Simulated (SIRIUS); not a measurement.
The system is Mg.

```
CELL_PARAMETERS angstrom
0.00000 2.24426 2.24426
2.24426 0.00000 2.24426
2.24426 2.24426 0.00000
ATOMIC_POSITIONS crystal
Mg 0.00000 0.00000 0.00000
```

This isn't the form of Mg at room conditions, which is hcp.

```yaml
Program: SIRIUS 7.12.0
Task: single point
Functional: PBE
Potentials_or_basis: all-electron FP-LAPW
Cutoff: 158 eV
Basis: apw+lo standard
k_mesh: 10 × 10 × 10
Occupations: fermi-dirac, width 0.05 eV
Spin: no spin polarisation
```

On this cell: band gap on the k mesh none (metal or under the smearing width).

The same run follows on a disturbed copy (cell strained at random):

```
Mg
1.0
     0.02074    2.21365    2.27413
     2.26756    0.04128    2.25359
     2.30140    2.22695    0.00745
Mg
1
Cartesian
  -0.0078 -0.0193 0.0201
```

Problem. What does the disturbed cell give?

Solution. The energy (extrapolated to zero smearing) moves by +1.1 meV/atom; band gap on the k mesh none (metal or under the smearing width).
